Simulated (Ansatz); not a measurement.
A single-point calculation of Ge built on the lonsdaleite prototype with Ansatz 0.2.0, at the level PBE. The cell was relaxed with r2SCAN and then strained (isotropic +2.0 % on every length), with the atoms relaxed again with r2SCAN; k points keep the names of the unstrained zone.

```yaml
crystal:
  lattice:
    - [4.0775675115, 0.0, 0.0]
    - [-2.0387837557, 3.5312770506, 0.0]
    - [0.0, 0.0, 6.724675907]
  atoms:
    - { symbol: Ge, position: [0.3333333333, 0.6666666667, 0.000369599] }
    - { symbol: Ge, position: [0.6666666667, 0.3333333333, 0.500369599] }
    - { symbol: Ge, position: [0.3333333333, 0.6666666667, 0.374630401] }
    - { symbol: Ge, position: [0.6666666667, 0.3333333333, 0.874630401] }
kpoints:
  mp_grid: { grid: [12, 12, 4] }
  band_path:
    path:
      - [0.0, 0.0, 0.0]
      - [0.5, 0.0, 0.0]
      - [0.3333333333, 0.3333333333, 0.0]
      - [0.0, 0.0, 0.5]
      - [0.5, 0.0, 0.5]
      - [0.3333333333, 0.3333333333, 0.5]
      - [0.0, 0.0, -0.046631]
      - [-0.002604, 0.0, 0.195312]
    npoints: 1
hamiltonian:
  xc: pbe
scf:
  occupations: { method: fermi_dirac, width: 0.02 }
  n_extra_bands: 5
output:
  forces: true
  stress: true
  eigenvalues: true
```

The output follows, shortened, with numbered blanks.
```
scf.n_extra_bands = 5 over 28 filled bands (N_el = 56.0): the run solves 33 bands
Functional definition: PBE
Crystal: 4 atoms, lattice volume = 96.829 Å³
Basis set: ecut = 420 eV, 1883 PW (Γ)
Symmetry: 24 space group operations
Space group: P63/mmc (ITA 194)
k-points: 57 of 576
SCF 1 converged in 6 iterations: F = -17179.862309 eV  dr2 = 2.71e-8
SCF converged after 6 iterations
Free energy (F): -17179.862309 eV
Internal energy: -17179.861995 eV  (E = F + TS)
E sigma→0 (E₀):  -17179.862152 eV
Entropy (-TS):   -0.000314 eV (-0.079 meV/atom)
[1]
--- Forces (eV/Å), atoms counted from 1 ---
[2]
--- Stress (GPa, compression-positive) ---
[3]
--- Band table (eV; the first three rows and the last of 57) ---
[4]
```

The rows of the band table are 0: (0, 0, 0) = Γ, 1: (0, 0, 1/4), 2: (0, 0, -1/2) = A, 56: (1/3, 1/3, -1/2) = H.

Problem. Fill in the blanks. They hold the forces, the stress, the Fermi energy and the band table.

Solution.
```
[1]
Fermi energy:    7.744459 eV
[2]
  atom   1  Ge      0.00000      0.00000    -0.00780
  atom   2  Ge      0.00000      0.00000    -0.00780
  atom   3  Ge      0.00000      0.00000      0.00780
  atom   4  Ge      0.00000      0.00000      0.00780
[3]
       -0.797471       0.000000       0.000000
        0.000000      -0.797471       0.000000
        0.000000       0.000000      -0.839284
  P = ⅓ Tr σ = -0.8114 GPa (-8.114 kbar)
[4]
  k-point 0: bands = […, 0.4159, 6.3768, 6.3768, 7.2328, 7.5346, 7.6228, 7.8701, 7.8701, 10.0237, 10.0237, …]
  k-point 1: bands = […, 1.2492, 5.1829, 6.5316, 6.5316, 7.5390, 7.5390, 7.7276, 8.7702, 10.3719, 10.3719, …]
  k-point 2: bands = […, 3.0298, 3.0298, 6.9633, 6.9633, 6.9633, 6.9633, 8.2675, 8.2675, 11.0779, 11.0779, …]
  k-point 56: bands = […, -0.1872, -0.1872, 3.7885, 3.7885, 5.8742, 5.8742, 8.9451, 8.9451, 11.9103, 11.9103, …]
```
Only the leading digits can be foreseen; the rest is this run's record.

With PBE the bands overlap by 0.20 eV (counted from 1, band 28 peaks at Γ–A (0.09 of the way from Γ) and band 29 bottoms out at k = (-0.003, 0, 0.195)): no gap. Edges are sought over the mesh and the listed points. The mean pressure is -0.81 GPa (compression positive), so PBE would shrink the cell's volume.

Run as `ansatz run input.yaml --threads 2 --pin off --max-ram 2211MiB --backend cpu --events-out ev --progress --plain --runs-dir out`. It took 10 s on 2 threads of Arm Neoverse N1, on a shared host, load about 0.9 per core; peak host memory 0.46 GiB.

The values are computed, spin-unpolarised, and not measurements.

Spin-orbit coupling is left out.

Overlapping bands make a metal at that level, for which these meshes are coarse; small forces, stresses and energy differences are uncertain. A small overlap in a semilocal functional can be an artefact that a hybrid or GW lifts.
